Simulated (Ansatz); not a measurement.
One change: `CCCS` becomes `FCCCS`.

Ansatz, PBE0-D4/def2-TZVP geometries, multiplicity 1. Each molecule was computed in one conformer, which needn't be the lowest.

| property | `CCCS` |
| --- | --- |
| LUMO energy (ωB97M-V/def2-TZVPP) / eV | 2.28 |
| HOMO energy (PBE/def2-TZVPP) / eV | -5.52 |
| HOMO–LUMO gap (PBE/def2-TZVPP) / eV | 5.20 |
| LUMO energy (B3LYP/def2-TZVPP) / eV | 0.30 |
| LUMO energy (PBE/def2-TZVPP) / eV | -0.32 |
| size of the dipole moment (B3LYP/def2-TZVPP) / D | 1.62 |

Question: What does the change do to each property? (Best estimate.)

Answer: Ansatz gave: 
| property | `FCCCS` | shift |
| --- | --- | --- |
| LUMO energy (ωB97M-V/def2-TZVPP) / eV | 2.14 | -0.14 |
| HOMO energy (PBE/def2-TZVPP) / eV | -5.69 | -0.17 |
| HOMO–LUMO gap (PBE/def2-TZVPP) / eV | 5.19 | -0.01 |
| LUMO energy (B3LYP/def2-TZVPP) / eV | 0.12 | -0.18 |
| LUMO energy (PBE/def2-TZVPP) / eV | -0.50 | -0.18 |
| size of the dipole moment (B3LYP/def2-TZVPP) / D | 2.46 | 0.84 |

Dipoles are sizes alone; their direction can turn.

B3LYP here is the variant with VWN-RPA as its local correlation; programs differ in this.

Positive LUMOs are unbound, so they and the gaps depend on the basis.
